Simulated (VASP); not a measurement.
# C in VASP: a series of runs

Aim: see how the results for C move with the level of theory and the settings. Levels: PBE, LDA, PBE+D3(BJ). Tasks: relaxation of cell and atoms.

Program: VASP 6.6.1. These are calculated values, not measurements. Logs are shortened: lines on timing, memory, paths and dates and some standing lists are left out, and cuts for length are marked.

## (1) The slab as given

The cell holds a slab with vacuum, 4 atoms: a = 2.467 Å, b = 2.467 Å, c = 21.902 Å, α = 90.00°, β = 90.00°, γ = 120.00°.

The slab is cut from a database's or a generator's crystal, which needn't be the stable form of the element.

## (2) Relaxation of cell and atoms, PBE

INCAR

```
SYSTEM = C
PREC     = Accurate       ! precision mode
ENCUT    = 600            ! plane-wave cutoff, eV
EDIFF    = 1E-7           ! SCF threshold, eV
ISMEAR   = 0              ! smearing method
SIGMA    = 0.03           ! smearing width, eV
LREAL    = .False.        ! projectors in reciprocal space
LASPH    = .True.         ! aspherical terms in the spheres
NELM     = 80             ! most SCF steps
ALGO     = Normal         ! electronic algorithm
ISIF     = 3              ! what is computed and relaxed
LWAVE    = .False.        ! write WAVECAR
LCHARG   = .False.        ! write CHGCAR
GGA      = PE             ! functional
IBRION   = 2              ! ionic algorithm
NSW      = 90             ! ionic steps
EDIFFG   = -0.005         ! ionic threshold
LATTICE_CONSTRAINTS= .TRUE. .TRUE. .FALSE.
```

KPOINTS

```
Automatic mesh
0
Gamma
  15 15 1
  0 0 0
```

POSCAR

```
C                                       
1.0
    2.4667904605      0.0000000000      0.0000000000
   -1.2333952302      2.1363032049      0.0000000000
    0.0000000000      0.0000000000     21.9015365000
  C             
     4
Direct
     0.0000000000000000    0.0000000000000000    0.4109279101453670
     0.6666666699999979    0.3333333400000029    0.4109231720584182
     0.0000000000000000    0.0000000000000000    0.5890720898546330
     0.3333333300000021    0.6666666599999971    0.5890768279415819
```

Potentials or basis: VASP PAW PBE potentials, release 64 (C).

On the command line:

```
cat potpaw_PBE.64/C/POTCAR > POTCAR
mpirun -np 1 vasp_std > vasp.out
```

OUTCAR:

```text
SYSTEM = C
   PREC = Accurate
   ENCUT = 600
   EDIFF = 1E-7
   ISMEAR = 0
   LREAL = .False.
   LASPH = .True.
   NELM = 80
   ISIF = 3
   GGA = PE
   IBRION = 2
   NSW = 90
   EDIFFG = -0.005

 ion  position               nearest neighbor table
   1  0.000  0.000  0.411-   2 1.42   2 1.42   2 1.42
   2  0.667  0.333  0.411-   1 1.42   1 1.42   1 1.42
   3  0.000  0.000  0.589-   4 1.42   4 1.42   4 1.42
   4  0.333  0.667  0.589-   3 1.42   3 1.42   3 1.42

  LATTYP: Found a hexagonal cell.
 ALAT       =     2.4667904605
 C/A-ratio  =     8.8785556985

  Lattice vectors:

 A1 = (   2.4667904605,   0.0000000000,   0.0000000000)
 A2 = (  -1.2333952302,   2.1363032049,   0.0000000000)
 A3 = (   0.0000000000,   0.0000000000,  21.9015365000)

Analysis of symmetry for initial positions (statically):
=====================================================================
 Subroutine PRICEL returns:
 Original cell was already a primitive cell.

 Routine SETGRP: Setting up the symmetry group for a
 hexagonal supercell.

 Subroutine GETGRP returns: Found 12 space group operations
 (whereof 12 operations were pure point group operations)
 out of a pool of 24 trial point group operations.

The static configuration has the point symmetry D_3d.

Analysis of symmetry for dynamics (positions and initial velocities):
=====================================================================
 Subroutine PRICEL returns:
 Original cell was already a primitive cell.

 Routine SETGRP: Setting up the symmetry group for a
 hexagonal supercell.

 Subroutine GETGRP returns: Found 12 space group operations
 (whereof 12 operations were pure point group operations)
 out of a pool of 24 trial point group operations.

The dynamic configuration has the point symmetry D_3d.

 Subroutine INISYM returns: Found 12 space group operations
 (whereof 12 operations are pure point group operations),
 and found     1 'primitive' translations

----------------------------------------------------------------------------------------

                                     Primitive cell

  volume of cell :     115.4170

  direct lattice vectors                    reciprocal lattice vectors
     2.466790460  0.000000000  0.000000000     0.405385060  0.234049174  0.000000000
    -1.233395230  2.136303205  0.000000000     0.000000000  0.468098348  0.000000000
     0.000000000  0.000000000 21.901536500     0.000000000  0.000000000  0.045658897

[... 118 lines left out ...]
 conjugate gradient relaxation of ions
 non-spin polarized calculation
 Gauss-broadening in eV      SIGMA  =   0.03
  energy-cutoff  :      600.00
  volume of cell :      115.42
 maximum number of plane-waves:      3927
 NGX is ok and might be reduce to    20
   NGX =  9   NGY =  9   NGZ = 87

--------------------------------------- Ionic step        1  -------------------------------------------

 number of electron      16.0000001 magnetization

 Free energy of the ion-electron system (eV)
  ---------------------------------------------------
  ext. energy  EPLUGINS =         0.00000000
  ---------------------------------------------------
  free energy    TOTEN  =       -36.90756781 eV

  energy without entropy =      -36.90726691  energy(sigma->0) =      -36.90741736

------------------------ aborting loop because EDIFF is reached ----------------------------------------

  FORCE on cell =-STRESS in cart. coord.  units (eV):
  Direction    XX          YY          ZZ          XY          YZ          ZX
  --------------------------------------------------------------------------------------
  -------------------------------------------------------------------------------------
  Total        0.0066574      0.0066574     -0.0282266      0.0000000      0.0000000      0.0000000
  in kB        0.0924161      0.0924161     -0.3918320      0.0000000      0.0000000      0.0000000
  external PRESSURE =      -0.0690000 kB  Pullay stress =       0.0000000 kB
[... 95 lines left out ...]
  FREE ENERGIE OF THE ION-ELECTRON SYSTEM (eV)
  ---------------------------------------------------
  free  energy   TOTEN  =       -36.9075752734 eV

  energy  without entropy=      -36.9072743723  energy(sigma->0) =      -36.90742482

[... ionic steps 4 to 53 ...]

--------------------------------------- Ionic step       54  -------------------------------------------

 number of electron      16.0000001 magnetization

------------------------ aborting loop because EDIFF is reached ----------------------------------------
[... 71 lines left out ...]
--------------------------------------- Ionic step       56  -------------------------------------------

 number of electron      16.0000001 magnetization

 Free energy of the ion-electron system (eV)
  ---------------------------------------------------
  ext. energy  EPLUGINS =         0.00000000
  ---------------------------------------------------
  free energy    TOTEN  =       -36.90911576 eV

  energy without entropy =      -36.90881467  energy(sigma->0) =      -36.90896522

 E-fermi :  -1.5096     XC(G=0):  -3.6742

 val. band max:       -1.5096286037   @ k =   0.3333   0.3333   0.0000
 cond. band min:      -1.4276957817   @ k =   0.3333   0.3333   0.0000
 fundamental gap:      0.0819328220
 Fermi energy:        -1.5096282652

 k-point     1 :       0.0000    0.0000    0.0000
  band No.  band energies     occupation
      1     -21.0343      2.00000
      2     -21.0109      2.00000
      3      -9.2627      2.00000
      4      -8.9741      2.00000
      5      -4.5551      2.00000
      6      -4.5551      2.00000
      7      -4.5543      2.00000
      8      -4.5543      2.00000
      9       1.7254      0.00000
     10       2.2113      0.00000
     11       2.8334      0.00000
     12       3.6443      0.00000
[... 331 lines left out ...]
 k-point    24 :       0.4000    0.2000    0.0000
  band No.  band energies     occupation
      1     -15.1835      2.00000
      2     -15.1764      2.00000
      3     -14.1909      2.00000
      4     -14.1860      2.00000
      5     -10.3539      2.00000
      6     -10.3474      2.00000
      7      -3.0539      2.00000
      8      -2.9675      2.00000
      9      -0.2314      0.00000
     10      -0.1887      0.00000
     11       9.2234      0.00000
     12       9.3180      0.00000

 [... further k-points ...]
[... 5 lines left out ...]
  --------------------------------------------------------------------------------------
  -------------------------------------------------------------------------------------
  Total        0.0106901      0.0106901     -0.0651970      0.0000000      0.0000000     -0.0000000
  in kB        0.1483962      0.1483962     -0.9050379      0.0000000      0.0000000     -0.0000000
  external PRESSURE =      -0.2027485 kB  Pullay stress =       0.0000000 kB
[... 19 lines left out ...]
  FREE ENERGIE OF THE ION-ELECTRON SYSTEM (eV)
  ---------------------------------------------------
  free  energy   TOTEN  =       -36.9091157648 eV

  energy  without entropy=      -36.9088146717  energy(sigma->0) =      -36.90896522

 reached required accuracy - stopping structural energy minimisation
```

It took 23 min on 1 thread of AMD EPYC 7R43 (Zen 3), shared host; peak memory 0.22 GiB.

Results:

```yaml
Free_energy: -36.9091 eV
Energy_gained_by_relaxing: 0.4 meV/atom
Ionic_steps: 56
Largest_force_after_relaxing: 0.003 eV/Å
Band_gap_on_the_k_mesh: none (metal or under the smearing width)
```

Forces on the atoms (eV/Å):
```
C    0.000  0.000  0.001
C    0.000  0.000 -0.003
C    0.000  0.000 -0.001
C    0.000  0.000  0.003
```

The path:
| step | energy change (eV) | largest force (eV/Å) | pressure (GPa) | volume (Å³) |
| --- | --- | --- | --- | --- |
| 1 | 0.0000 | 0.0073 | -0.01 | 115.42 |
| 3 | 0.0000 | 0.0089 | -0.05 | 115.45 |
| 5 | 0.0000 | 0.0095 | -0.05 | 115.45 |
| 7 | 0.0000 | 0.0142 | -0.04 | 115.44 |
| 9 | -0.0001 | 0.0319 | 0.00 | 115.41 |
| 11 | -0.0001 | 0.0550 | 0.04 | 115.37 |
| 13 | -0.0002 | 0.0558 | 0.04 | 115.37 |
| 15 | -0.0003 | 0.0577 | 0.03 | 115.38 |
| 17 | -0.0007 | 0.0655 | 0.02 | 115.39 |
| 19 | -0.0013 | 0.0130 | -0.05 | 115.44 |
| 21 | -0.0014 | 0.0109 | -0.01 | 115.41 |
| 23 | -0.0014 | 0.0043 | -0.01 | 115.41 |
| 25 | -0.0014 | 0.0074 | -0.05 | 115.45 |
| 27 | -0.0014 | 0.0072 | -0.04 | 115.44 |
| 29 | -0.0014 | 0.0052 | -0.05 | 115.45 |
| 31 | -0.0014 | 0.0068 | -0.02 | 115.42 |
| 33 | -0.0014 | 0.0075 | -0.02 | 115.42 |
| 35 | -0.0014 | 0.0051 | -0.01 | 115.41 |
| 37 | -0.0014 | 0.0062 | -0.01 | 115.41 |
| 39 | -0.0014 | 0.0069 | -0.05 | 115.44 |
| 41 | -0.0014 | 0.0105 | -0.08 | 115.47 |
| 43 | -0.0014 | 0.0124 | -0.07 | 115.46 |
| 45 | -0.0015 | 0.0212 | -0.02 | 115.42 |
| 47 | -0.0015 | 0.0085 | 0.00 | 115.40 |
| 49 | -0.0015 | 0.0077 | 0.02 | 115.38 |
| 51 | -0.0015 | 0.0127 | -0.04 | 115.43 |
| 53 | -0.0015 | 0.0042 | -0.05 | 115.45 |
| 55 | -0.0015 | 0.0068 | -0.02 | 115.42 |
| 56 | -0.0015 | 0.0035 | -0.02 | 115.42 |

Final structure:
```xyz
4
Lattice="2.4668 0.0000 0.0000 -1.2334 2.1363 0.0000 0.0000 0.0000 21.9015" Properties=species:S:1:pos:R:3 pbc="T T T"
C     0.0000    0.0000    8.8765
C     1.2334    0.7121    8.8766
C    -1.2334    2.1363   13.0250
C     0.0000    1.4242   13.0250
```

Levels at points of the mesh, in eV from the Fermi level:
```
           k point  band 5  band 6  band 7  band 8  band 9  band 10  band 11  band 12
(0.00, 0.00, 0.00)   -3.05   -3.05   -3.04   -3.04    3.24     3.72     4.34     5.15
```

(Continued in part 2 of 2.)
